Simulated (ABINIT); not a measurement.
Runs of ABINIT 10.8.3 (patched build) on Ge. The structure is orthorhombic, space group Cmmm (No. 65). The conventional cell has a = 2.794 Å, b = 5.201 Å, c = 2.698 Å, α = 90.00°, β = 90.00°, γ = 90.00°. Ge (site symmetry mmm) has 8 Ge at 2.70 to 2.95 Å as nearest neighbours. This isn't the form of Ge at room conditions, which is diamond.

| task | level | potentials or basis | k mesh | cutoff (eV) | bands in the sums | broadening (eV) | scissor shift (eV) | tensor components | gap on the mesh (eV) | pressure (GPa) |
| --- | --- | --- | --- | --- | --- | --- | --- | --- | --- | --- |
| single point | LDA | PseudoDojo NC SR LDA v0.4 stringent | 8 × 8 × 8 | 1524 | - | - | - | - | none | (a) |
| optical spectrum | LDA | PseudoDojo NC SR LDA v0.4 stringent | 12 × 12 × 12 | 1524 | 19 | 0.15 | 0 | 11 × 22 × 33 | none | -7.1 |
| single point | PBEsol | PseudoDojo NC SR PBEsol v0.4.1 standard | 8 × 8 × 8 | 1061 | - | - | - | - | none | -4.4 |
| single point | PBEsol | PseudoDojo NC SR PBEsol v0.4.1 standard | 8 × 8 × 8 | 952 | - | - | - | - | none | -6.6 |

Alike in all rows: no spin polarisation; cell as given; smearing fermi-dirac 0.05 eV.

Question: Estimate the missing entries.

Answer: (a) -7.5.

Caveats: the intraband (Drude) term is left out (some runs); spectra need much finer meshes, so this one isn't converged (some runs).

A k mesh can miss the band edges, and the runs leave out spin-orbit coupling on Ge.

A gap of «none» marks a metal or a gap under the smearing width.

Not every run made on this cell is shown here.
